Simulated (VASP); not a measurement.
# Al2O3 (Corundum) (R-3c) in VASP: a series of runs, part 2 of 2

VASP 6.6.1. The steps go on from the part before.

### 5 Single point, LDA

The input, INCAR:

```
SYSTEM = Al2O3
  PREC = Accurate
  ENCUT = 280
  EDIFF = 1E-7
  ISMEAR = 0
  SIGMA = 0.05
  LREAL = .False.
  LASPH = .True.
  NELM = 100
  ALGO = Normal
  ISIF = 2
  LWAVE = .False.
  LCHARG = .False.
  GGA = CA
  NBANDS = 35
  ADDGRID = .False.
```

The input, KPOINTS:

```
Automatic mesh
0
Gamma
  5 5 5
  0 0 0
```

The input, POSCAR:

```
Al2O3
1.0
    2.3802500000      1.3742379782      4.3318666667
   -2.3802500000      1.3742379782      4.3318666667
    0.0000000000     -2.7484759565      4.3318666667
Al O
4 6
Direct
    0.8521600000      0.8521600000      0.8521600000
    0.6478400000      0.6478400000      0.6478400000
    0.1478400000      0.1478400000      0.1478400000
    0.3521600000      0.3521600000      0.3521600000
    0.0566800000      0.7500000000      0.4433200000
    0.7500000000      0.4433200000      0.0566800000
    0.4433200000      0.0566800000      0.7500000000
    0.9433200000      0.2500000000      0.5566800000
    0.2500000000      0.5566800000      0.9433200000
    0.5566800000      0.9433200000      0.2500000000
```

Potentials or basis: VASP PAW LDA potentials, release 64 (Al, O).

Started as:

```bash
$ cat potpaw_LDA.64/Al/POTCAR potpaw_LDA.64/O/POTCAR > POTCAR
$ mpirun -np 1 vasp_std > vasp.out
```

OUTCAR:

```text
SYSTEM = Al2O3
   PREC = Accurate
   ENCUT = 280
   EDIFF = 1E-7
   ISMEAR = 0
   LREAL = .False.
   LASPH = .True.
   NELM = 100
   ISIF = 2
   GGA = CA

 Found     19 irreducible k-points:

 Following reciprocal coordinates:
            Coordinates               Weight
  0.000000  0.000000  0.000000      1.000000
  0.200000 -0.000000  0.000000      6.000000
  0.400000 -0.000000 -0.000000      6.000000
  0.200000  0.200000  0.000000      6.000000
  0.400000  0.200000 -0.000000     12.000000
[... 312 lines left out ...]
  in kB     -755.6848128   -755.6848128   -768.9526498      0.0000000      0.0000000      0.0000000
  external PRESSURE =    -760.1074251 kB  Pullay stress =       0.0000000 kB

 VOLUME and BASIS-vectors are now :
 -----------------------------------------------------------------------------
  energy-cutoff  :      280.00
  volume of cell :       85.02
      direct lattice vectors                 reciprocal lattice vectors
     2.380250000  1.374237978  4.331866667     0.210061968  0.121279334  0.076949121
    -2.380250000  1.374237978  4.331866667    -0.210061968  0.121279334  0.076949121
     0.000000000 -2.748475957  4.331866667     0.000000000 -0.242558668  0.076949121

 POSITION                                       TOTAL-FORCE (eV/Angst)
 -----------------------------------------------------------------------------------
      0.00000     -0.00000     11.07433        -0.000000      0.000000     -0.011126
      0.00000     -0.00000      8.41907        -0.000000     -0.000000      0.011126
      0.00000     -0.00000      1.92127        -0.000000     -0.000000      0.011126
      0.00000     -0.00000      4.57653        -0.000000      0.000000     -0.011126
     -1.65027     -0.10988      5.41483        -0.007343     -0.012718     -0.000000
      0.72998      1.48412      5.41483        -0.007343      0.012718     -0.000000
      0.92030     -1.37424      5.41483         0.014685      0.000000     -0.000000
      1.65027      0.10988      7.58077         0.007343      0.012718     -0.000000
     -0.72998     -1.48412      7.58077         0.007343     -0.012718     -0.000000
     -0.92030      1.37424      7.58077        -0.014685      0.000000     -0.000000
 -----------------------------------------------------------------------------------
    total drift:                               -0.000000      0.000000     -0.000000

  FREE ENERGIE OF THE ION-ELECTRON SYSTEM (eV)
  ---------------------------------------------------
  free  energy   TOTEN  =       -84.1388702698 eV

  energy  without entropy=      -84.1388702698  energy(sigma->0) =      -84.13887027
```

OSZICAR:

```text
N       E                     dE             d eps       ncg     rms          rms(c)
DAV:   1     0.123528917234E+03    0.12353E+03   -0.17484E+04  1362   0.794E+02
DAV:   2    -0.828914606637E+02   -0.20642E+03   -0.20152E+03  1705   0.223E+02
DAV:   3    -0.901552959689E+02   -0.72638E+01   -0.72440E+01  1713   0.430E+01
DAV:   4    -0.901947693769E+02   -0.39473E-01   -0.39454E-01  1636   0.357E+00
DAV:   5    -0.901951340499E+02   -0.36467E-03   -0.36460E-03  1686   0.321E-01    0.152E+01
DAV:   6    -0.846054629248E+02    0.55897E+01   -0.14839E+01  1625   0.188E+01    0.722E+00
DAV:   7    -0.842724803040E+02    0.33298E+00   -0.59003E-01  1612   0.355E+00    0.372E+00
DAV:   8    -0.841429846366E+02    0.12950E+00   -0.78981E-02  1598   0.188E+00    0.530E-01
DAV:   9    -0.841388537034E+02    0.41309E-02   -0.81412E-03  1732   0.437E-01    0.262E-01
DAV:  10    -0.841388822148E+02   -0.28511E-04   -0.26800E-04  1531   0.942E-02    0.446E-02
DAV:  11    -0.841388701966E+02    0.12018E-04   -0.73200E-05  1660   0.454E-02    0.196E-02
DAV:  12    -0.841388704378E+02   -0.24127E-06   -0.19409E-06  1649   0.842E-03    0.336E-03
DAV:  13    -0.841388702680E+02    0.16981E-06   -0.71630E-07  1636   0.444E-03    0.919E-04
DAV:  14    -0.841388702698E+02   -0.18081E-08   -0.16363E-08   857   0.798E-04
   1 F= -.84138870E+02 E0= -.84138870E+02  d E =-.178693E-13
```

stdout:

```text
POSCAR found type information on POSCAR AlO
 POSCAR found :  2 types and      10 ions
 scaLAPACK will be used
 LDA part: xc-table for (Slater(with rela. corr.)+CA(PZ))
 , standard interpolation
 POSCAR, INCAR and KPOINTS ok, starting setup
 FFT: planning ... GRIDC
 FFT: planning ... GRID_SOFT
 FFT: planning ... GRID
 WAVECAR not read
 entering main loop
```

Wall time 12 s (1 thread of Intel Xeon 6975P-C (Granite Rapids), shared host); peak memory 0.13 GiB.

The run converged, but a check on its numbers failed (symmetry, net force, bounds or a known fault of this set-up), so they aren't taken as properties of the crystal.

Caveat: the cutoff lies under the usual one of these potentials, so the numbers hold a large basis-set error; a pressure of tens of GPa on the cell as given is suspect, and the run, the potentials or the cell itself is likely at fault.

### 6 Single point, LDA

INCAR: that of step 5 with these lines changed.

```diff
@@ -2,6 +2,6 @@
   PREC = Accurate
-  ENCUT = 280
+  ENCUT = 460
   EDIFF = 1E-7
   ISMEAR = 0
-  SIGMA = 0.05
+  SIGMA = 0.5
   LREAL = .False.
```

The input, KPOINTS:

```
Automatic mesh
0
Gamma
  4 4 4
  0 0 0
```

POSCAR is that of step 5.

Potentials or basis: VASP PAW LDA potentials, release 64 (Al, O).

Started as:

```bash
$ cat potpaw_LDA.64/Al/POTCAR potpaw_LDA.64/O/POTCAR > POTCAR
$ mpirun -np 1 vasp_std > vasp.out
```

Wall time 14 s (1 thread of Intel Xeon 6975P-C (Granite Rapids), shared host); peak memory 0.16 GiB.

These settings aren't checked as converged: the numbers below hold their error.

What came out:

- Free energy: -83.1108 eV
- Pressure: -5.3 GPa
- Largest force: 0.122 eV/Å
- Band gap on the k mesh: 6.17 eV, direct

Caveat: the cutoff is under 1.25 times the usual one of these potentials, so pressure, stress and relaxed cells hold a basis-set (Pulay) error.

### 7 For comparison

An earlier run on the cell as given: functional PBE; potentials or basis VASP PAW PBE potentials, release 64 (Al, O); cutoff 520 eV; k mesh 7 × 7 × 7; occupations fermi-dirac, width 0.05 eV; no spin polarisation.

- Pressure: 7.2 GPa
- Largest force: 0.027 eV/Å
- Band gap on the k mesh: 6.22 eV, direct
